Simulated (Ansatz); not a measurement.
SiC: one atom moved along a line

Method: Ansatz, DFT PBE, scalar-relativistic, plane waves, PAW. Settings: plane waves to 420 eV, k-mesh 6×6×6 (Γ-centred), Gaussian smearing 0.05 eV. No spin polarisation. Energies are free energies at this smearing, counted from the undisturbed cell; pressure is positive in compression.

Zero of the scan (relaxed at this level):

```yaml
crystal:
  lattice:
    - [4.37973, 0.00000, 0.00000]
    - [0.00000, -4.37973, 0.00000]
    - [0.00000, 0.00000, -4.37973]
  atoms:
    - { symbol: Si, position: [0.00000, 0.00000, 0.00000] }
    - { symbol: Si, position: [0.50000, 0.50000, 0.00000] }
    - { symbol: Si, position: [0.50000, 0.00000, 0.50000] }
    - { symbol: Si, position: [0.00000, 0.50000, 0.50000] }
    - { symbol: C, position: [0.75000, 0.75000, 0.75000] }
    - { symbol: C, position: [0.25000, 0.25000, 0.75000] }
    - { symbol: C, position: [0.25000, 0.75000, 0.25000] }
    - { symbol: C, position: [0.75000, 0.25000, 0.25000] }
```

Atom 1 (Si) is moved by x along the Cartesian unit vector (-0.577, 0.577, 0.577); the cell and all other atoms stay fixed.

```csv
x (Å),ΔE (meV/cell)
-0.2000,419.0
-0.1600,276.9
-0.1200,160.8
-0.0800,73.9
-0.0400,19.1
0.0000,0.0
0.0800,85.0
0.1200,198.6
0.1600,367.3
0.2000,598.0
```